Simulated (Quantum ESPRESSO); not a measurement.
# Al under changes of volume

One of the cells (16.603 Å³/atom); the others are scaled copies at fixed shape and fractional positions:

```
CELL_PARAMETERS angstrom
0.00000 2.02481 2.02481
2.02481 0.00000 2.02481
2.02481 2.02481 0.00000
ATOMIC_POSITIONS crystal
Al 0.00000 0.00000 0.00000
```

| Property | Result |
| --- | --- |
| Program | Quantum ESPRESSO 7.5 |
| Functional | r2SCAN |
| Potentials or basis | SG15 PBE 1.2 |
| Cutoff | 1020 eV |
| Density cutoff | 4082 eV |
| k mesh | 8 × 8 × 8 |
| Occupations | fermi-dirac, width 0.05 eV |
| Spin | no spin polarisation |

```csv
volume (Å³/atom),energy over the lowest point (meV/atom),pressure (GPa)
15.607,7.63,3.9
15.939,?,?
16.271,0.00,-0.1
16.603,2.10,-1.8
16.935,7.52,-3.4
17.267,15.88,-4.8
17.599,26.93,-6.0
```

Question: What does the run at 15.939 Å³/atom give?

Answer: Energy over the lowest point 1.69 meV/atom; pressure 1.8 GPa.

Worked out: A Birch-Murnaghan fit of order 3 (a polynomial in V^(-2/3)) to the other rows has its minimum at 16.25 Å³/atom with B0 = V·E''(V) = 90 GPa and B' = 4.8. It gives 1.70 meV/atom at 15.939 Å³/atom, against the run's 1.69, and -dE/dV = 1.8 GPa, against 1.8.

Energies are extrapolated to zero smearing.

Caveats: the potentials were made for another functional, which shifts forces and pressure.
